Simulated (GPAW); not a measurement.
# GaP (F-43m) in GPAW: further runs, part 2 of 2

GPAW 26.7.0.

## 4. Equation of state, AM05

Contents of run.py:

```python
from ase import Atoms
from ase.eos import EquationOfState
from ase.io import Trajectory
from ase.units import GPa
from gpaw import GPAW, PW, setup_paths

setup_paths.insert(0, '.')

atoms = Atoms(['Ga', 'P'],
              cell=[[0.0, 2.72525, 2.72525],
                    [2.72525, 0.0, 2.72525],
                    [2.72525, 2.72525, 0.0]],
              scaled_positions=[[0.0, 0.0, 0.0],
                                [0.75, 0.75, 0.75]],
              pbc=True)

traj = Trajectory('eos.traj', 'w')
volumes, energies = [], []
for x in [0.94, 0.96, 0.98, 1.0, 1.02, 1.04, 1.06]:
    a = atoms.copy()
    a.set_cell(atoms.cell * x**(1 / 3), scale_atoms=True)
    calc = GPAW(mode=PW(600),
                xc='AM05',
                kpts={'size': (8, 8, 8), 'gamma': True},
                occupations={'name': 'fermi-dirac', 'width': 0.05},
                nbands=11,
                convergence={'density': 1e-05, 'energy': 1e-05},
                maxiter=150,
                txt=f'eos-{x:.2f}.txt')
    a.calc = calc
    energies.append(a.get_potential_energy(force_consistent=True))
    volumes.append(a.get_volume())
    p = -a.get_stress()[:3].mean() / GPa
    calc.write(f'eos-{x:.2f}.gpw')
    traj.write(a)
    print(f'{x:.2f} {volumes[-1]:10.4f} A^3 {energies[-1]:14.6f} eV {p:9.3f} GPa', flush=True)

v0, e0, B = EquationOfState(volumes, energies, eos='birchmurnaghan').fit()
print(f'V0 = {v0:.4f} A^3, E0 = {e0:.6f} eV, B0 = {B / GPa:.2f} GPa')
```

Potentials or basis: PAW data sets generated in the run's folder for this functional, pw.

Launch:

```bash
gpaw-setup -f AM05 Ga P
OMP_NUM_THREADS=1 python run.py
```

Run time: 54 s. Hardware: 1 thread of Intel Xeon Platinum 8488C (Sapphire Rapids), shared host; peak memory 0.19 GiB.

It converged, with:

```
Equilibrium volume                      : 20.66 Å³/atom
Bulk modulus                            : 85 GPa
Pressure derivative of the bulk modulus : 4.6
```

Energy against volume, from the lowest point:
```csv
volume (Å³/atom),energy (meV/atom)
19.026,40.06
19.431,21.79
19.836,9.42
20.240,2.34
20.645,0.00
21.050,1.90
21.455,7.61
```

Caveat: the data sets keep Ga 3d, Li 1s and Be 1s frozen, and some such compounds lay over 1.5 % in volume off other programs.

## 5. Band structure, LDA

Contents of run.py:

```python
from ase.dft.bandgap import bandgap
from ase.io import write
from ase.spacegroup import crystal
from ase.units import GPa
from gpaw import GPAW, PW, setup_paths

setup_paths.insert(0, '.')

# Ga 4a
# P 4c
atoms = crystal(['Ga', 'P'],
                basis=[[0.0, 0.0, 0.0],
                       [0.25, 0.25, 0.25]],
                spacegroup=216, setting=1,  # F-43m
                cellpar=[5.4505, 5.4505, 5.4505, 90.0, 90.0, 90.0],
                primitive_cell=True)

calc = GPAW(mode=PW(600),
            xc='LDA',
            kpts={'size': (8, 8, 8), 'gamma': True},
            occupations={'name': 'fermi-dirac', 'width': 0.05},
            nbands=11,
            convergence={'density': 1e-05, 'energy': 1e-05},
            maxiter=150,
            txt='gpaw.txt')
atoms.calc = calc
energy = atoms.get_potential_energy()
forces = atoms.get_forces()
stress = atoms.get_stress()
calc.write('gs.gpw')
write('result.traj', atoms)
print(f'Energy: {energy:.6f} eV')
print('Forces (eV/A):')
print(forces.round(4))
print('Stress (GPa):', (stress / GPa).round(3))
print('Fermi level:', round(calc.get_fermi_level(), 4), 'eV')
print(f'Gap: {bandgap(calc)[0]:.4f} eV, direct: {bandgap(calc, direct=True)[0]:.4f} eV')

path = atoms.cell.bandpath('GXWKGLUWLK,UX', npoints=100, eps=1e-4)
bs_calc = calc.fixed_density(kpts=path, symmetry='off', nbands=21,
                             convergence={'bands': 'CBM+6.0', 'eigenstates': 1e-6}, txt='bands.txt')
bs = bs_calc.band_structure()
bs.write('bs.json')
print(f'Gap on the path: {bandgap(bs_calc)[0]:.4f} eV')
```

Potentials or basis: PAW data sets generated in the run's folder for this functional, pw.

Launch:

```bash
gpaw-setup -f LDA Ga P
OMP_NUM_THREADS=1 python run.py
```

gpaw.txt:

```text
__  _  _
 | _ |_)|_||  |
 |__||  | ||/\| - 26.7.0

Input parameters:
  mode=PW(ecut=600.0),
  convergence={'density': 1e-05, 'energy': 1e-05},
  kpts=MonkhorstPack(size=(8, 8, 8), gamma=True),
  maxiter=150,
  nbands=11,
  occupations=Occupations(name='fermi-dirac', width=0.05),
  xc=XC(name='LDA')

Diagonalizing LCAO Hamiltonian
Converting LCAO to pw mode

           P

       Ga

Atoms  # Å, Bohr magnetons
|   | symbol |        x |        y |        z |    initial magnetic moments |
|---|--------|----------|----------|----------|-----------------------------|
| 0 |     Ga | 0.000000 | 0.000000 | 0.000000 | ( 0.0000,  0.0000,  0.0000) |
| 1 |      P | 1.362625 | 1.362625 | 1.362625 | ( 0.0000,  0.0000,  0.0000) |

Unit cell  # Å
| periodic |        x |        y |        z |  lengths |    angles |
|----------|----------|----------|----------|----------|-----------|
|      yes | 0.000000 | 2.725250 | 2.725250 | 3.854086 | 60.000000 |
[... 180 lines left out ...]
  Coulomb:         -21.446942
  Zero:              0.013223
  External:          0.000000
  Xc:              -13.153786
  Entropy:          -0.000000
  Spinorbit:         0.000000
  ----------------------------
  Free energy:     -10.361895
  Extrapolated:    -10.361895

dipole moment: (-17.057182, -17.057182, -17.057182)  # |e|*Ang

Fermi level: 5.438
Eigenvalues  # (at kpt = [0.000, 0.000, 0.000])
| band index |      eig [eV] | occ [0-2] |
|------------|---------------|-----------|
|          0 |        -7.779 |     2.000 |
|          1 |         4.711 |     2.000 |
|          2 |         4.711 |     2.000 |
|          3 |         4.711 |     2.000 |
|          4 |         6.398 |     0.000 |
|          5 |         8.545 |     0.000 |
|          6 |         8.545 |     0.000 |
|          7 |         8.545 |     0.000 |
|          8 |        13.267 |     0.000 |
|          9 |        14.426 |     0.000 |
|         10 |        14.426 |     0.000 |

Gap: 1.513 eV
Transition (v -> c):
  (s=0, k=0, n=3, [0.00, 0.00, 0.00]) -> (s=0, k=24, n=4, [0.50, 0.50, 0.00])
Direct/indirect transitions are different
Direct gap: 1.687 eV
Transition at: (s=0, k=0, n=3, [0.00, 0.00, 0.00])

Forces  # eV/Ang
|        x |        y |        z |
|----------|----------|----------|
| -0.00000 | -0.00000 | -0.00000 |  # Ga   0
|  0.00000 |  0.00000 | -0.00000 |  # P    1

Stress tensor  # eV/Ang^3
|         x |        y |         z |
|-----------|----------|-----------|
|  0.004776 | 0.000000 | -0.000000 |
|  0.000000 | 0.004776 |  0.000000 |
| -0.000000 | 0.000000 |  0.004776 |

# Writing to gs.gpw (mode='')
```

It took 26 s on 1 thread of Intel Xeon Platinum 8488C (Sapphire Rapids), shared host; peak memory 0.24 GiB.

Results:

```
Free energy             : -10.3619 eV
Pressure                : -0.8 GPa
Band gap on the k mesh  : 1.51 eV, indirect (least direct gap 1.69 eV)
Band gap along the path : 1.46 eV, indirect (least direct gap 1.69 eV)
```

Levels at the corners of the path, in eV from the valence-band top:
```csv
point,band 2,band 3,band 4,band 5,band 6,band 7
Γ,0.00,0.00,0.00,1.69,3.83,3.83
X,-6.82,-2.69,-2.69,1.51,1.71,10.49
W,-6.59,-3.63,-3.45,4.63,4.83,6.02
K,-6.59,-3.98,-2.26,2.07,4.73,8.16
Γ,0.00,0.00,0.00,1.69,3.83,3.83
L,-6.68,-1.12,-1.12,1.56,4.67,4.67
U,-6.59,-3.98,-2.26,2.07,4.73,8.16
W,-6.59,-3.63,-3.45,4.63,4.83,6.02
L,-6.68,-1.12,-1.12,1.56,4.67,4.67
K,-6.59,-3.98,-2.26,2.07,4.73,8.16
U,-6.59,-3.98,-2.26,2.07,4.73,8.16
X,-6.82,-2.69,-2.69,1.51,1.71,10.49
```

Caveat: the data sets keep Ga 3d, Li 1s and Be 1s frozen, and some such compounds lay over 1.5 % in volume off other programs.

## 6. Summary

```csv
task,level,potentials or basis,band path,band points,V0 of scaled cells (Å³/atom),B0 (GPa)
equation of state,PBE+D4,"GPAW PAW data sets (gpaw-data 1.2.1), pw",-,-,20.52,88
equation of state,revPBE+D3(BJ),"the program's PAW data sets (release 1.2.1) made for this functional, pw",-,-,20.39,89
equation of state,AM05,"PAW data sets generated in the run's folder for this functional, pw",-,-,20.66,85
band structure,LDA,"PAW data sets generated in the run's folder for this functional, pw","GXWKGLUWLK,UX",100,-,-
```

Alike in all rows: no spin polarisation; cell as given; k mesh 8 × 8 × 8; cutoff (eV) 600; smearing fermi-dirac 0.05 eV.

Caveats: the data sets keep Ga 3d, Li 1s and Be 1s frozen, and some such compounds lay over 1.5 % in volume off other programs.

Total energies depend on the potentials used, so only differences within one code and one set of settings carry meaning.

## 7. Against experiment

Step 2. A measured bulk modulus of GaP is 87.5 GPa (“Phosphorous dimerization in GaP at high pressure”, 2017, arxiv:1709.06667); the calculated 88 GPa misses it by +0.7 %. The fit is for a static lattice scaled at fixed shape and fixed fractional positions.

Step 3. A measured bulk modulus of GaP is 87.5 GPa (“Phosphorous dimerization in GaP at high pressure”, 2017, arxiv:1709.06667); the calculated 89 GPa misses it by +1.6 %. The fit is for a static lattice scaled at fixed shape and fixed fractional positions.

Step 4. Measured bulk modulus of GaP: 87.5 GPa (“Phosphorous dimerization in GaP at high pressure”, 2017, arxiv:1709.06667). This calculation gives 85 GPa (-2.5 %). The fit is for a static lattice scaled at fixed shape and fixed fractional positions.

Step 5. Against the measured gap of GaP, 2.34 eV (indirect; 10 K; quoted in “Stacking defects in GaP nanowires: Electronic structure and optical properties”, 2018, arxiv:1810.01194), the calculated 1.46 eV is off by -0.88 eV. Spin-orbit coupling on Ga is left out. The value is that of LDA, without temperature or zero-point motion. Semilocal functionals fall short of measured gaps as a rule.
